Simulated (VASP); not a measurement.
# NiSb (P6_3/mmc) in VASP: further runs

Runs on NiSb. Level: PBE. Tasks: single point.

All numbers are computed with VASP 6.6.1; they aren't measurements. Logs are shortened: lines on timing, memory, paths and dates and some standing lists are left out, and cuts for length are marked.

### 1 The crystal as given

The structure is hexagonal, space group P6_3/mmc (No. 194). The conventional cell has a = 3.940 Å, b = 3.940 Å, c = 5.140 Å, α = 90.00°, β = 90.00°, γ = 120.00°. Around Ni (site symmetry -3m) lie 2 Ni at 2.57 Å and 6 Sb at 2.61 Å. Sb (site symmetry -6m2) is surrounded by 6 Ni at 2.61 Å.

### 2 Single point, PBE, collinear spin, typed start

File INCAR:

```
PREC = Accurate
ENCUT = 520
EDIFF = 1E-7
ISMEAR = 0
SIGMA = 0.1
LREAL = False
LASPH = True
NELM = 150
ALGO = Fast
ISIF = 2
LWAVE = False
LCHARG = False
ISPIN = 2
MAGMOM = 2 2 0 0
LORBIT = 11
LMAXMIX = 4
GGA = PE
NBANDS = 27
```

File KPOINTS:

```
regular mesh
0
Gamma
  6 6 4
```

File POSCAR:

```
NiSb
1.0
    3.9399999606      0.0000000000      0.0000000000
   -1.9699999803      3.4121400568      0.0000000000
    0.0000000000      0.0000000000      5.1400000000
Ni Sb
2 2
Direct
    0.0000000000      0.0000000000      0.0000000000
    0.0000000000      0.0000000000      0.5000000000
    0.3333333333      0.6666666667      0.2500000000
    0.6666666667      0.3333333333      0.7500000000
```

Potentials or basis: VASP PAW PBE potentials, release 64 (Ni, Sb).

Command:

```
> cat potpaw_PBE.64/Ni/POTCAR potpaw_PBE.64/Sb/POTCAR > POTCAR
> mpirun -np 1 vasp_std > vasp.out
```

OUTCAR:

```text
PREC = Accurate
   ENCUT = 520
   EDIFF = 1E-7
   ISMEAR = 0
   LREAL = False
   LASPH = True
   NELM = 150
   ISIF = 2
   ISPIN = 2
   LORBIT = 11
   GGA = PE

 ion  position               nearest neighbor table
   1  0.000  0.000  0.000-   2 2.57   2 2.57   4 2.61   3 2.61   4 2.61   3 2.61   4 2.61   3 2.61

   2  0.000  0.000  0.500-   1 2.57   1 2.57   4 2.61   3 2.61   4 2.61   3 2.61   4 2.61   3 2.61

   3  0.333  0.667  0.250-   1 2.61   2 2.61   1 2.61   2 2.61   1 2.61   2 2.61   4 3.43   4 3.43
                             4 3.43   4 3.43   4 3.43   4 3.43
   4  0.667  0.333  0.750-   1 2.61   2 2.61   1 2.61   2 2.61   1 2.61   2 2.61   3 3.43   3 3.43
                             3 3.43   3 3.43   3 3.43   3 3.43

  LATTYP: Found a hexagonal cell.
 ALAT       =     3.9399999606
 C/A-ratio  =     1.3045685410

  Lattice vectors:

 A1 = (   3.9399999606,   0.0000000000,   0.0000000000)
 A2 = (  -1.9699999803,   3.4121400568,   0.0000000000)
 A3 = (   0.0000000000,   0.0000000000,   5.1400000000)

Analysis of symmetry for initial positions (statically):
=====================================================================
 Subroutine PRICEL returns:
 Original cell was already a primitive cell.

 Routine SETGRP: Setting up the symmetry group for a
 hexagonal supercell.

 Subroutine GETGRP returns: Found 24 space group operations
 (whereof 12 operations were pure point group operations)
 out of a pool of 24 trial point group operations.

The static configuration has the point symmetry D_3d.
 The point group associated with its full space group is D_6h.

Analysis of symmetry for dynamics (positions and initial velocities):
=====================================================================
 Subroutine PRICEL returns:
 Original cell was already a primitive cell.

 Routine SETGRP: Setting up the symmetry group for a
 hexagonal supercell.

 Subroutine GETGRP returns: Found 24 space group operations
 (whereof 12 operations were pure point group operations)
 out of a pool of 24 trial point group operations.

The dynamic configuration has the point symmetry D_3d.
 The point group associated with its full space group is D_6h.

Analysis of structural, dynamic, and magnetic symmetry:
=====================================================================
 Subroutine PRICEL returns:
 Original cell was already a primitive cell.

 Routine SETGRP: Setting up the symmetry group for a
 hexagonal supercell.

 Subroutine GETGRP returns: Found 24 space group operations
 (whereof 12 operations were pure point group operations)
 out of a pool of 24 trial point group operations.

The overall configuration has the point symmetry D_3d.
 The point group associated with its full space group is D_6h.

 Subroutine INISYM returns: Found 24 space group operations
 (whereof 12 operations are pure point group operations),
 and found     1 'primitive' translations

----------------------------------------------------------------------------------------

                                     Primitive cell

  volume of cell :      69.1013

  direct lattice vectors                    reciprocal lattice vectors
     3.939999961  0.000000000  0.000000000     0.253807109  0.146535603  0.000000000
    -1.969999980  3.412140057  0.000000000     0.000000000  0.293071206  0.000000000
     0.000000000  0.000000000  5.140000000     0.000000000  0.000000000  0.194552529

  length of vectors
     3.939999961  3.939999961  5.140000000     0.293071206  0.293071206  0.194552529

  position of ions in fractional coordinates (direct lattice)
     0.000000000  0.000000000  0.000000000
     0.000000000  0.000000000  0.500000000
     0.333333333  0.666666667  0.250000000
     0.666666667  0.333333333  0.750000000

  ion indices of the primitive-cell ions
   primitive index   ion index
                 1           1
                 2           2
                 3           3
                 4           4

----------------------------------------------------------------------------------------

 KPOINTS: regular mesh

Automatic generation of k-mesh.
 Grid dimensions read from file:
 generate k-points for:    6    6    4

 Generating k-lattice:

  Cartesian coordinates                     Fractional coordinates (reciprocal lattice)
     0.042301185  0.024422600  0.000000000     0.166666667  0.000000000  0.000000000
     0.000000000  0.048845201  0.000000000     0.000000000  0.166666667  0.000000000
     0.000000000  0.000000000  0.048638132     0.000000000  0.000000000  0.250000000

  Length of vectors
     0.048845201  0.048845201  0.048638132

  Shift w.r.t. Gamma in fractional coordinates (k-lattice)
     0.000000000  0.000000000  0.000000000

 Subroutine IBZKPT returns following result:
 ===========================================

 Found     21 irreducible k-points:

 Following reciprocal coordinates:
            Coordinates               Weight
  0.000000  0.000000  0.000000      1.000000
  0.166667 -0.000000  0.000000      6.000000
  0.333333 -0.000000  0.000000      6.000000
  0.500000  0.000000  0.000000      3.000000
  0.166667  0.166667  0.000000      6.000000
  0.333333  0.166667  0.000000     12.000000
[... 13 lines left out ...]
  0.333333  0.166667  0.500000     12.000000
  0.333333  0.333333  0.500000      2.000000
   k-points           NKPTS =     21   k-points in BZ     NKDIM =     21   number of bands    NBANDS=     27
   number of dos      NEDOS =    301   number of ions     NIONS =      4
   total plane-waves  NPLWV =  36000
   dimension x,y,z NGX =    30 NGY =   30 NGZ =   40
   dimension x,y,z NGXF=    60 NGYF=   60 NGZF=   80
   ions per type =               2   2
   NGX,Y,Z   is equivalent  to a cutoff of  12.66, 12.66, 12.94 a.u.
   NGXF,Y,Z  is equivalent  to a cutoff of  25.32, 25.32, 25.87 a.u.
 SYSTEM =  unknown system
   PREC   = accura    normal or accurate (medium, high low for compatibility)
   ISTART =      0    job   : 0-new  1-cont  2-samecut
   ICHARG =      2    charge: 1-file 2-atom 10-const
   ISPIN  =      2    spin polarized calculation?
   LNONCOLLINEAR =      F non collinear calculations
   LSORBIT =      F    spin-orbit coupling
   LASPH  =      T    aspherical Exc in radial PAW
   ENCUT  =  520.0 eV  38.22 Ry    6.18 a.u.   7.33  7.33  9.56*2*pi/ulx,y,z
   NELM   =    150;   NELMIN=  2; NELMDL= -5     # of ELM steps
   EDIFF  = 0.1E-06   stopping-criterion for ELM
   LREAL  =      F    real-space projection
   EDIFFG = 0.1E-05   stopping-criterion for IOM
   NSW    =      0    number of steps for IOM
   IBRION =     -1    ionic relax: 0-MD 1-quasi-New 2-CG
   NFREE  =      0    steps in history (QN), initial steepest desc. (CG)
   ISIF   =      2    stress and relaxation
   ISYM   =      2    0-nonsym 1-usesym 2-fastsym
   POTIM  = 0.5000    time-step for ionic-motion
   TEBEG  =    0.0;   TEEND  =   0.0 temperature during run
   PSTRESS=    0.0 pullay stress
   NELECT =      30.0000    total number of electrons
   NUPDOWN=      -1.0000    fix difference up-down
   EMIN   =  10.00;   EMAX   =-10.00  energy-range for DOS
   EFERMI =   0.00;   METHOD = LEGACY
   ISMEAR =     0;   SIGMA  =   0.10  broadening in eV -4-tet -1-fermi 0-gaus
   EFERMI_NEDOS =   21; number of points for ismear=-14 and -15
   IALGO  =     68    algorithm
   IMIX   =      4    mixing-type and parameters
     AMIX     =   0.40;   BMIX     =  1.00
     AMIX_MAG =   1.60;   BMIX_MAG =  1.00
  volume/ion in A,a.u.               =      17.28       116.58
  Fermi-wavevector in a.u.,A,eV,Ry     =   1.239614  2.342531 20.907300  1.536643
  Thomas-Fermi vector in A             =   2.374090
   LORBIT       =     11    0 simple, 1 ext, 2 COOP (PROOUT), +10 PAW based schemes
   GGA     = PE    functional components
   LHFCALC =     F    Hartree Fock is set to
   AEXX    =    0.0000 exact exchange contribution
   IVDW    =     0    specifies the selected vdW correction
   LEPSILON=     F    determine dielectric tensor
   LRPA    =     F    only Hartree local field effects (RPA)
 spin polarized calculation
 RMM-DIIS sequential band-by-band and
 Gauss-broadening in eV      SIGMA  =   0.10
  energy-cutoff  :      520.00
  volume of cell :       69.10
 maximum number of plane-waves:      1892
 NGX is ok and might be reduce to    30
   NGX = 15   NGY = 15   NGZ = 19

 number of electron      30.0000030 magnetization       0.0011557

 number of electron      30.0000030 magnetization      -0.0000171

 Free energy of the ion-electron system (eV)
  ---------------------------------------------------
  ext. energy  EPLUGINS =         0.00000000
  ---------------------------------------------------
  free energy    TOTEN  =       -20.28107768 eV

  energy without entropy =      -20.26780109  energy(sigma->0) =      -20.27443939

 E-fermi :   9.9768     XC(G=0): -11.4810

 val. band max:        9.8867159712   @ k =   0.0000   0.0000   0.0000
 cond. band min:      10.0209679834   @ k =   0.3333   0.1667   0.2500
 fundamental gap:      0.1342520122
 Fermi energy:         9.9767523833

 spin component 1

 k-point     1 :       0.0000    0.0000    0.0000
  band No.  band energies     occupation
      1      -2.9956      1.00000
      2       1.5004      1.00000
      3       3.7165      1.00000
      4       6.0268      1.00000
      5       6.0268      1.00000
      6       6.7994      1.00000
[... 19 lines left out ...]
     26      19.5705      0.00000
     27      19.5711      0.00000

 k-point     2 :       0.1667   -0.0000    0.0000
  band No.  band energies     occupation
      1      -2.6510      1.00000
      2       1.4682      1.00000
      3       4.1035      1.00000
      4       5.8982      1.00000
      5       6.0999      1.00000
      6       6.6240      1.00000
[... 559 lines left out ...]
     26      19.8259      0.00000
     27      22.7228      0.00000

 k-point    21 :       0.3333    0.3333    0.5000
  band No.  band energies     occupation
      1       0.3965      1.00000
      2       0.3965      1.00000
      3       4.3876      1.00000
      4       4.3876      1.00000
      5       4.8458      1.00000
      6       4.8458      1.00000
[... 19 lines left out ...]
     26      18.9674      0.00000
     27      19.9240      0.00000
 Fermi energy:         9.9767523833

 spin component 2

 k-point     1 :       0.0000    0.0000    0.0000
  band No.  band energies     occupation
      1      -2.9956      1.00000
      2       1.5004      1.00000
      3       3.7165      1.00000
      4       6.0267      1.00000
      5       6.0267      1.00000
      6       6.7993      1.00000
[... 19 lines left out ...]
     26      19.5705      0.00000
     27      19.5710      0.00000

 k-point     2 :       0.1667   -0.0000    0.0000
  band No.  band energies     occupation
      1      -2.6510      1.00000
      2       1.4682      1.00000
      3       4.1036      1.00000
      4       5.8982      1.00000
      5       6.0999      1.00000
      6       6.6240      1.00000
[... 562 lines left out ...]
 k-point    21 :       0.3333    0.3333    0.5000
  band No.  band energies     occupation
      1       0.3965      1.00000
      2       0.3965      1.00000
      3       4.3876      1.00000
      4       4.3876      1.00000
      5       4.8458      1.00000
      6       4.8458      1.00000
[... 19 lines left out ...]
     26      18.9673      0.00000
     27      19.9240      0.00000

------------------------ aborting loop because EDIFF is reached ----------------------------------------

  FORCE on cell =-STRESS in cart. coord.  units (eV):
  Direction    XX          YY          ZZ          XY          YZ          ZX
  --------------------------------------------------------------------------------------
  -------------------------------------------------------------------------------------
  Total        1.0328120      1.0328120      1.2176897      0.0000000     -0.0000000      0.0000000
  in kB       23.9467002     23.9467002     28.2332597      0.0000000     -0.0000000      0.0000000
  external PRESSURE =      25.3755533 kB  Pullay stress =       0.0000000 kB

 VOLUME and BASIS-vectors are now :
 -----------------------------------------------------------------------------
  energy-cutoff  :      520.00
  volume of cell :       69.10
      direct lattice vectors                 reciprocal lattice vectors
     3.939999961  0.000000000  0.000000000     0.253807109  0.146535603  0.000000000
    -1.969999980  3.412140057  0.000000000     0.000000000  0.293071206  0.000000000
     0.000000000  0.000000000  5.140000000     0.000000000  0.000000000  0.194552529

 POSITION                                       TOTAL-FORCE (eV/Angst)
 -----------------------------------------------------------------------------------
      0.00000      0.00000      0.00000        -0.000000      0.000000      0.000000
      0.00000      0.00000      2.57000        -0.000000      0.000000      0.000000
     -0.00000      2.27476      1.28500        -0.000000     -0.000000      0.000000
      1.97000      1.13738      3.85500         0.000000      0.000000     -0.000000
 -----------------------------------------------------------------------------------
    total drift:                                0.000000      0.000000     -0.000000

  FREE ENERGIE OF THE ION-ELECTRON SYSTEM (eV)
  ---------------------------------------------------
  free  energy   TOTEN  =       -20.2810776829 eV

  energy  without entropy=      -20.2678010901  energy(sigma->0) =      -20.27443939

 total charge

# of ion       s       p       d       tot
------------------------------------------
    1        0.448   0.476   8.460   9.384
    2        0.448   0.476   8.460   9.384
    3        1.133   1.219   0.074   2.425
    4        1.133   1.219   0.074   2.425
--------------------------------------------------
tot          3.161   3.390  17.068  23.619

 magnetization (x)

# of ion       s       p       d       tot
------------------------------------------
    1       -0.000  -0.000  -0.000  -0.000
    2       -0.000  -0.000  -0.000  -0.000
    3       -0.000   0.000   0.000   0.000
    4       -0.000   0.000   0.000   0.000
--------------------------------------------------
tot         -0.000   0.000  -0.000  -0.000
```

Run time: 88 s. Hardware: 1 thread of Intel Xeon Platinum 8259CL at 2.50GHz (Skylake/Cascade Lake), shared host; peak memory 0.24 GiB.

Results:

```yaml
Free_energy: -20.2811 eV
Pressure: 2.5 GPa
Band_gap_on_the_k_mesh: none (metal or under the smearing width)
Net_moment: 0.00 μB per cell
Valence_electrons_inside_the_program's_atomic_spheres: Ni 9.38; Sb 2.42
```

Stress tensor (GPa, compression positive):
```
2.39 0.00 0.00
0.00 2.39 0.00
0.00 0.00 2.82
```

Caveat: the starting moments collapsed, and a magnetic state may lie lower. Spin-orbit coupling is left out, which matters for the levels of Sb.

### 3 Single point, PBE

File INCAR:

```
ALGO = Normal ; EDIFF = 1E-6
ENCUT = 520 ; GGA = PE
ISIF = 2 ; ISMEAR = 1
LASPH = True ; LCHARG = False
LREAL = False ; LWAVE = False
NBANDS = 23 ; NELM = 100
PREC = Accurate ; SIGMA = 0.11
```

File KPOINTS:

```
k-points
0
Gamma
  6 6 4
```

POSCAR is that of step 2.

Potentials or basis: VASP PAW PBE potentials, release 64 (Ni, Sb).

Command:

```
> cat potpaw_PBE.64/Ni/POTCAR potpaw_PBE.64/Sb/POTCAR > POTCAR
> mpirun -np 1 vasp_std > vasp.out
```

Wall time 35 s (1 thread of Intel Xeon Platinum 8259CL at 2.50GHz (Skylake/Cascade Lake), shared host); peak memory 0.19 GiB.

It converged, with:

```
Free energy            : -20.2743 eV
Pressure               : 2.5 GPa
Band gap on the k mesh : none (metal or under the smearing width)
```

Stress tensor (GPa, compression positive):
```
2.38 0.00 0.00
0.00 2.38 0.00
0.00 0.00 2.86
```

Levels at points of the mesh, in eV from the Fermi level:
| k point | band 13 | band 14 | band 15 | band 16 | band 17 | band 18 |
| --- | --- | --- | --- | --- | --- | --- |
| (0.00, 0.00, 0.00) | -0.10 | 0.52 | 0.52 | 2.39 | 2.39 | 3.07 |
| (0.50, 0.00, 0.00) | -1.65 | -1.46 | -1.38 | -0.44 | 1.06 | 3.36 |
| (0.00, 0.00, 0.50) | 0.17 | 0.17 | 1.99 | 1.99 | 1.99 | 1.99 |
| (0.50, 0.00, 0.50) | -1.86 | -1.86 | 0.13 | 0.13 | 1.60 | 1.60 |

The run has no spin-orbit coupling, so splittings on Sb are missing. Spin polarisation is off, so any magnetic state and its effect on volume and gap are missing.

### 4 Single point, PBE

File INCAR:

```
SYSTEM = NiSb
PREC = Accurate
ENCUT = 520
EDIFF = 1E-7
ISMEAR = 0
SIGMA = 0.1
LREAL = .False.
LASPH = .True.
NELM = 100
ALGO = Normal
ISIF = 2
LWAVE = .False.
LCHARG = .False.
GGA = PE
NBANDS = 23
```

File KPOINTS:

```
Automatic mesh
0
Gamma
  6 6 4
  0 0 0
```

POSCAR is that of step 3.

Command:

```
> cat potpaw_PBE.64/Ni/POTCAR potpaw_PBE.64/Sb/POTCAR > POTCAR
> mpirun -np 1 vasp_std > vasp.out
```

It took 39 s on 1 thread of Intel Xeon Platinum 8259CL at 2.50GHz (Skylake/Cascade Lake), shared host; peak memory 0.19 GiB.

The run converged. Its results:

```yaml
Free_energy: -20.2811 eV
Pressure: 2.5 GPa
Band_gap_on_the_k_mesh: none (metal or under the smearing width)
```

Stress tensor (GPa, compression positive):
```
2.40 0.00 0.00
0.00 2.40 0.00
0.00 0.00 2.82
```

Levels at points of the mesh, in eV from the Fermi level:
```
           k point  band 13  band 14  band 15  band 16  band 17  band 18
(0.00, 0.00, 0.00)    -0.09     0.53     0.53     2.40     2.40     3.08
(0.50, 0.00, 0.00)    -1.64    -1.45    -1.37    -0.43     1.07     3.37
(0.00, 0.00, 0.50)     0.18     0.18     2.00     2.00     2.00     2.00
(0.50, 0.00, 0.50)    -1.85    -1.85     0.14     0.14     1.61     1.61
```

The run has no spin-orbit coupling, so splittings on Sb are missing. Spin polarisation is off, so any magnetic state and its effect on volume and gap are missing.
